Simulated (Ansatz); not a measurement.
# NMR crystallography of Zr₃N₄: given against relaxed positions

Start: a structure deposited in the COD, atoms as given.

```cif
data_Zr3N4
_symmetry_space_group_name_H-M 'I-43d'
_symmetry_Int_Tables_number 220
_cell_length_a 6.7400
_cell_length_b 6.7400
_cell_length_c 6.7400
_cell_angle_alpha 90.000
_cell_angle_beta 90.000
_cell_angle_gamma 90.000
loop_
_atom_site_label
_atom_site_type_symbol
_atom_site_symmetry_multiplicity
_atom_site_Wyckoff_symbol
_atom_site_fract_x
_atom_site_fract_y
_atom_site_fract_z
Zr Zr 12 a 0.3750 0.0000 0.2500
N N 16 c 0.0630 0.0630 0.0630
```

One atom of each set is listed; the run and its k-mesh use a cell of 14 atoms with edges of 5.84, 5.84, 5.84 Å.

Method: Kohn–Sham DFT in Ansatz, PBE, plane waves and PAW (field gradients read without the response of the frozen cores, which leaves them typically 4 to 6 % off), scalar-relativistic, 420 eV cutoff, Γ-centred 6×6×6 k-points, Fermi–Dirac smearing 0.02 eV.

The largest force at the start is 0.32 eV/Å. Relaxing the ions at fixed cell moves them by 0.067 Å at most (atom 9, N) and 0.050 Å rms.

```
site  moved (Å)   first shell before    first shell after  V_zz before (10²¹ V/m²)  η before
  Zr      0.000   8 N at 2.19–2.49 Å   8 N at 2.23–2.44 Å                    13.90      0.00
   N      0.067  6 Zr at 2.19–2.49 Å  6 Zr at 2.23–2.44 Å                     0.91      0.00
```

(1) What are V_zz and η after the relaxation?

## Answers

(1) 

```csv
site,V_zz after,η after,change of V_zz
Zr,9.92,0.00,-3.98
N,0.59,0.00,-0.32
```

The largest change of V_zz is on Zr, from 13.90 to 9.92. In per cent, |V_zz| changes by -29 on Zr, -35 on N (all sites that start above 0.5).

Without spin–orbit coupling (the program notes it for Zr) the gradients can shift somewhat, as the gap is small. With a gap of 0.7 eV on this mesh, small gradients can still move by 0.1 × 10²¹ V/m² or more as the k-mesh gets denser.
